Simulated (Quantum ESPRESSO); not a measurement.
Te:

```xyz
3
Lattice="4.4540 0.0000 0.0000 -2.2270 3.8573 0.0000 0.0000 0.0000 5.9240" Properties=species:S:1:pos:R:3 pbc="T T T"
Te    1.6279    2.8197    0.0000
Te   -0.5991    1.0376    3.9493
Te    1.1981    0.0000    1.9747
```

* Program: Quantum ESPRESSO 7.5
* Task: single point
* Functional: PBE
* Potentials or basis: SSSP 1.3 efficiency PBE
* Cutoff: 748 eV
* Density cutoff: 5987 eV
* k mesh: 7 × 7 × 5
* Occupations: fermi-dirac, width 0.05 eV
* Spin: no spin polarisation

On this cell: pressure 1.4 GPa; largest force 0.240 eV/Å; band gap on the k mesh 0.62 eV, indirect (least direct gap 0.80 eV).

The same run follows on a disturbed copy (atoms moved at random, drawn with an rms of 0.05 Å):

```xyz
3
Lattice="4.4540 0.0000 0.0000 -2.2270 3.8573 0.0000 0.0000 0.0000 5.9240" Properties=species:S:1:pos:R:3 pbc="T T T"
Te    1.6178    2.8015   -0.0059
Te   -0.5910    1.0740    3.9915
Te    1.1950    0.0424    1.9730
```

**Question.** What does the disturbed cell give?

**Answer.** The energy moves by -0.7 meV/atom; pressure 1.1 GPa; largest force 0.258 eV/Å; band gap on the k mesh 0.48 eV, indirect (least direct gap 0.72 eV).

Forces in eV/Å, atoms in the order of the input:
```
Te  -0.070 -0.068  0.130
Te  -0.110  0.134 -0.191
Te   0.180 -0.066  0.061
```

Stress tensor (GPa, compression positive):
```
 0.97 -0.11 -0.05
-0.11  0.93 -0.15
-0.05 -0.15  1.31
```

Caveats: spin-orbit coupling is left out, which moves the levels of the heavy elements; an odd mesh through Γ misses points on the zone boundary, where band edges often lie.
